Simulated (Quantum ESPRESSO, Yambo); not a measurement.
# Quasiparticle gap of MgO (Fm-3m) in Yambo, part 2 of 3

Wanted: ground state, empty states, screening and self-energy for MgO (Fm-3m).

Quantum ESPRESSO 7.5 and Yambo 5.3.0; PBE and many-body steps on it, plane waves. Known limits of the many-body steps: not at the basis limit.

So far. Step 2 (Ground state): The gap is direct, at Γ. Step 3 (Bands along the symmetry lines): The gap is 4.895 eV, as in the run before at this level.

### 4. Empty states on the mesh, 6×6×6 mesh, 126 bands

Level of this step: DFT, PBE, plane waves, norm-conserving pseudopotentials (Quantum ESPRESSO).

The sums over transitions need many empty states on a uniform mesh; this step solves for them.

pw.in

```
&control
  calculation = 'nscf'
  prefix = 'x'
  outdir = 'o'
  pseudo_dir = 'pseudo'
/
&system
  ibrav = 0
  nat = 2
  ntyp = 2
  ecutwfc = 76.0
  nbnd = 126
  force_symmorphic = .true.
/
&electrons
  conv_thr = 1e-9
  electron_maxstep = 80
  diago_full_acc = .true.
  diago_thr_init = 5e-6
/
ATOMIC_SPECIES
  Mg 24.305 Mg.upf
  O 15.999 O.upf
CELL_PARAMETERS angstrom
  -0.0000000000 2.0970013927 2.0970013927
  2.0970013927 -0.0000000000 2.0970013927
  2.0970013927 2.0970013927 -0.0000000000
ATOMIC_POSITIONS crystal
  Mg 0.0000000000 0.0000000000 0.0000000000
  O 0.5000000000 0.5000000000 0.5000000000
K_POINTS automatic
  6 6 6 0 0 0
```

Command:

```console
$ OMP_NUM_THREADS=1 mpirun -n 8 pw.x -nk 4 -in pw.in > pw.out
```

The log of the run:

```text
[banner, memory and clock lines left out]
Program PWSCF v.7.5 starts

     Atomic positions and unit cell read from directory:
     o/x.save/

     Message from routine setup:
     using ibrav=0 with symmetry is DISCOURAGED, use correct ibrav instead

     bravais-lattice index     =            0
     lattice parameter (alat)  =       5.6042  a.u.
     unit-cell volume          =     124.4580 (a.u.)^3
     number of atoms/cell      =            2
     number of atomic types    =            2
     number of electrons       =        16.00
     number of Kohn-Sham states=          126
     kinetic-energy cutoff     =      76.0000  Ry
     charge density cutoff     =     304.0000  Ry
     Exchange-correlation= PBE
                           (   1   4   3   4   0   0   0)

     celldm(1)=   5.604187  celldm(2)=   0.000000  celldm(3)=   0.000000
     celldm(4)=   0.000000  celldm(5)=   0.000000  celldm(6)=   0.000000

     crystal axes: (cart. coord. in units of alat)
               a(1) = (  -0.000000   0.707107   0.707107 )
               a(2) = (   0.707107  -0.000000   0.707107 )
               a(3) = (   0.707107   0.707107  -0.000000 )

     reciprocal axes: (cart. coord. in units 2 pi/alat)
               b(1) = ( -0.707107  0.707107  0.707107 )
               b(2) = (  0.707107 -0.707107  0.707107 )
               b(3) = (  0.707107  0.707107 -0.707107 )
     Pseudo is Norm-conserving, Zval = 10.0
     Generated using ONCVPSP code by D. R. Hamann
     Using radial grid of 1510 points,  4 beta functions with:
     Pseudo is Norm-conserving + core correction, Zval =  6.0
     Generated using ONCVPSP code by D. R. Hamann
     Using radial grid of  936 points,  5 beta functions with:
     Mg               10.00    24.30500     Mg( 1.00)
     O                 6.00    15.99900     O ( 1.00)

     48 Sym. Ops., with inversion, found

   Cartesian axes

     site n.     atom                  positions (alat units)
         1        Mg     tau(   1) = (   0.0000000   0.0000000   0.0000000  )
         2        O      tau(   2) = (   0.7071068   0.7071068   0.7071068  )

     number of k points=    16
                       cart. coord. in units 2pi/alat
        k(    1) = (   0.0000000   0.0000000   0.0000000), wk =   0.0092593
        k(    2) = (   0.1178511   0.1178511  -0.1178511), wk =   0.0740741
        k(    3) = (   0.2357023   0.2357023  -0.2357023), wk =   0.0740741
[...]
[... 4 further rows ...]
        k(   15) = (  -0.1178511  -0.3535534   0.5892557), wk =   0.2222222
        k(   16) = (  -0.7071068   0.2357023   0.0000000), wk =   0.1111111

     Dense  grid:    11113 G-vectors     FFT dimensions: (  32,  32,  32)

     The potential is recalculated from file :
     o/x.save/charge-density

     Starting wfcs are    9 randomized atomic wfcs +  117 random wfcs

     Band Structure Calculation

     End of band structure calculation

          k = 0.0000 0.0000 0.0000 (  1411 PWs)   bands (ev):

   -64.1039 -30.8549 -30.8549 -30.8549  -9.0394   8.2133   8.2133   8.2133
    13.1082  24.2494  24.2494  24.2494  28.0510  30.0888  30.0888  32.7919
    32.7919  32.7919  46.8852  46.8852  46.8852  47.6505  59.3157  59.3157
[...]
[... 4 further rows ...]
[...]
191.9026 191.9026 192.8642 196.2408 200.1020 200.1020

          k = 0.1179 0.1179-0.1179 (  1399 PWs)   bands (ev):

[...]
[... 4 further rows ...]
[...]
186.1827 187.5547 190.1272 190.1272 190.5381 194.1279

          k = 0.2357 0.2357-0.2357 (  1399 PWs)   bands (ev):

[...]
132.2841 134.1713 134.1713 136.5977 138.1297 138.1297 139.8111 145.9649
     [... 4 further rows ...]
   181.4831 181.6616 181.7627 182.1221 182.1221 187.7192 190.5992 190.5992
   193.4104 193.4104 194.4572 197.4041 197.6155 197.6155

          k =-0.3536-0.3536 0.3536 (  1404 PWs)   bands (ev):

     [... further k-points ...]

     highest occupied, lowest unoccupied level (ev):     8.2133   13.1082

     XML data file, pseudopotentials, collected wavefunctions
```

The job ended after 3.4 s (8 MPI ranks of Arm Neoverse V2, shared host; peak memory 0.37 GiB).

Numbers from this step:

```yaml
gap: 4.895 eV
k_of_the_valence_top: 0, 0, 0
k_of_the_conduction_bottom: 0, 0, 0
least_direct_gap: 4.895 eV
k_points_computed: 16
lowest_point_of_the_top_converged_band_above_the_valence_top: 182.5414 eV
```

On this mesh the gap is 4.895 eV.

### 5. Conversion and set-up

This step: Yambo 5.3.0; conversion and set-up on PBE, plane waves, norm-conserving pseudopotentials.

The states are converted to the many-body program's format and the q mesh is built.

Command:

```console
$ (cd o/x.save; p2y > p2y.log; mv SAVE ../..); yambo > setup.log
```

The log of the run:

```text
 Yambo, version 5.3.0

 [02] CORE Variables Setup
 =========================

  [02.01] Unit cells
  ==================

  Cell kind             :  FCC
  Atoms in the cell     :  Mg  O
  number of Mg atoms    :  1
  number of O  atoms    :  1

  List of atomic masses
  Mass of Mg    :  24.30500
  Mass of O     :  15.99900

  List of atomic coordinates    : [cc]
  Mg1       :  0.000000  0.000000  0.000000  order 1
  O1       :  3.962758  3.962758  3.962758  order 2

  Alat factors          :  3.962758  3.962758  3.962758 [a.u.]
  Direct lattice volume :  124.4580 [a.u.]
  Direct lattice vectors:  A[ 1 ]  A[ 2 ]  A[ 3 ]
   A[ 1 ]: -0.000000  1.000000  1.000000  [iru]
  -0.000000  3.962758  3.962758  [cc]
   A[ 2 ]:  1.000000 -0.000000  1.000000  [iru]
   3.962758 -0.000000  3.962758  [cc]
   A[ 3 ]:  1.000000  1.000000 -0.000000  [iru]
   3.962758  3.962758 -0.000000  [cc]

  Recip. lattice volume :  1.993044 [a.u.]
  Recip. lattice vectors:  B[ 1 ]  B[ 2 ]  B[ 3 ]
   B[ 1 ]: -0.500000  0.500000  0.500000  [iku]
  -0.792779  0.792779  0.792779  [cc]
   B[ 2 ]:  0.500000 -0.500000  0.500000  [iku]
   0.792779 -0.792779  0.792779  [cc]
   B[ 3 ]:  0.500000  0.500000 -0.500000  [iku]
   0.792779  0.792779 -0.792779  [cc]

  [02.02] Symmetries
  ==================

  Inversion symmetry    : yes
  Spatial inversion     : yes
  Inversion index       :  25
  K-space Time-reversal : no
  Magnetic symmetries   : no
  Group table correct   : yes
  Symmetries units      :  [cc]

   [S  1]:   1.0000      0.15689E-16  0.15689E-16  0.15689E-16   1.0000     -0.15689E-16 -0.15689E-16 -0.15689E-16   1.0000
   [S  2]:  -1.0000     -0.15689E-16  0.15689E-16 -0.15689E-16  -1.0000     -0.15689E-16  0.15689E-16  0.15689E-16   1.0000
   [S  3]:  -1.0000      0.15689E-16 -0.15689E-16 -0.15689E-16   1.0000      0.15689E-16  0.15689E-16 -0.15689E-16  -1.0000
[...]
[... 36 further rows ...]
   [S 47]:  0.15689E-16   1.0000     -0.15689E-16 -0.15689E-16  0.15689E-16  -1.0000       1.0000     -0.15689E-16  0.15689E-16
   [S 48]:  0.15689E-16  -1.0000      0.15689E-16 -0.15689E-16 -0.15689E-16   1.0000       1.0000      0.15689E-16 -0.15689E-16

  [02.03] Reciprocal space
  ========================

  nG shells         :  163
  nG charge         :  11113
  nG WFs            :  1866
  nC WFs            :  1411
  G-vecs. in first 16 shells:  [ Number ]
     1    9   15   27   51   59   65   89  113
   137  169  181  229  259  283  307
  ...
  Shell energy in first 16 shells:  [ mHa ]
    0.00000      942.748      1257.00      2514.00      3456.74      3770.99      5027.99      5970.74      6284.99
    7541.99      8484.74      10056.0      10998.7      11313.0      12570.0      13512.7
  ...

  [02.04] K-grid lattice
  ======================

  Compatible Grid is   : 3D
  Base K vectors       :  K_min[ 1 ]  K_min[ 2 ]  K_min[ 3 ]
[...]
WF components:  1396

  [02.05] Energies & Occupations
  ==============================

  [X] === General ===
  [X] Electronic Temperature                        :  0.000000  0.000000 [eV K]
  [X] Bosonic    Temperature                        :  0.000000  0.000000 [eV K]
  [X] Finite Temperature mode                       : no
  [X] El. density                                   :  0.86755E+24 [cm-3]
  [X] Fermi Level                                   :  8.213321 [eV]

  [X] === Gaps and Widths ===
  [X] Conduction Band Min                           :  4.894832 [eV]
  [X] Valence Band Max                              :  0.000000 [eV]
  [X] Filled Bands                                  :   8
  [X] Empty Bands                                   :    9  126
  [X] Direct Gap                                    :  4.894832 [eV]
  [X] Direct Gap localized at k                     :  1
  [X] Indirect Gap                                  :  4.894832 [eV]
  [X] Indirect Gap between kpts                     :  1  1
  [X] Last valence band width                       :  1.673727 [eV]
  [X] 1st conduction band width                     :  5.802527 [eV]

  E @ K [ 1]:  [eV]
   -72.317      -39.068      -39.068      -39.068      -17.253     -0.92703E-10 -0.58163E-10   0.0000
    4.89483  16.03605  16.03605  16.03605  19.83772  21.87550  21.87550  24.57859
  occ @ K [ 1]
   2.000000  2.000000  2.000000  2.000000  2.000000  2.000000  2.000000  2.000000
[...]
E @ K [ 2]:  [eV]
[...]
occ @ K [ 2]
[...]
E @ K [ 3]:  [eV]
[...]
occ @ K [ 3]
[...]
E @ K [ 8]:  [eV]
[...]
occ @ K [ 8]
[...]
E @ K [ 9]:  [eV]
[...]
occ @ K [ 9]
[...]
E @ K [10]:  [eV]
[...]
occ @ K [10]
[...]
E @ K [11]:  [eV]
[...]
occ @ K [11]
[...]
E @ K [12]:  [eV]
[...]
occ @ K [12]
[...]
E @ K [13]:  [eV]
[...]
occ @ K [13]
[...]
E @ K [14]:  [eV]
[...]
occ @ K [14]
[...]
E @ K [15]:  [eV]
[...]
occ @ K [15]
[...]
E @ K [16]:  [eV]
[...]
occ @ K [16]
   2.000000  2.000000  2.000000  2.000000  2.000000  2.000000  2.000000  2.000000
   0.000000  0.000000  0.000000  0.000000  0.000000  0.000000  0.000000  0.000000

 [03] Transferred momenta grid and indexing
 ==========================================

 IBZ Q-points                                      :  16
 BZ  Q-points                                      :  216

 K/Q-points units:
 rlu = crystal or reduced units; cc = cartesian coordinates; iku = interal k-units

 Q [ 1]         [rlu]:  0.000000  0.000000  0.000000
 Q [ 2]         [rlu]:  0.26641E-17  0.26641E-17  0.16667
 Q [ 3]         [rlu]:  0.53282E-17  0.53282E-17  0.33333
[...]
Q [ 8]         [rlu]:  0.13140E-16  0.16667     -0.33333
 Q [ 9]         [rlu]: -0.33084E-16  0.16667     -0.16667
 Q [10]         [rlu]: -0.18077E-17  0.33333      0.33333
     [... 4 further rows ...]
 Q [15]         [rlu]:  0.166667  0.333333 -0.333333
 Q [16]         [rlu]:  0.166667 -0.500000 -0.333333

  [03.01] X indexes
  =================

   [03.01.01] Sigma indexes
   ========================

 [06] Game Over & Game summary
```

Elapsed: 1.8 s, on 1 MPI rank; peak memory 0.23 GiB.

[end of part 2 of 3]

[Paths, hosts, dates, memory and timing lines, banners, echoed tables and standing remarks are left out of the program output.]

[Logs are printed without paths, hosts, clocks, repeated set-up lines and the standing remarks that a program may print on its own settings, such as how far it seeks lower states.]

[Runs of the session that timed out or met a known fault of the program may be left out.]

[Hosts, paths, dates, database ids (printed as entryN), source tags and the programs' standing remarks are cut or masked in the printed files.]
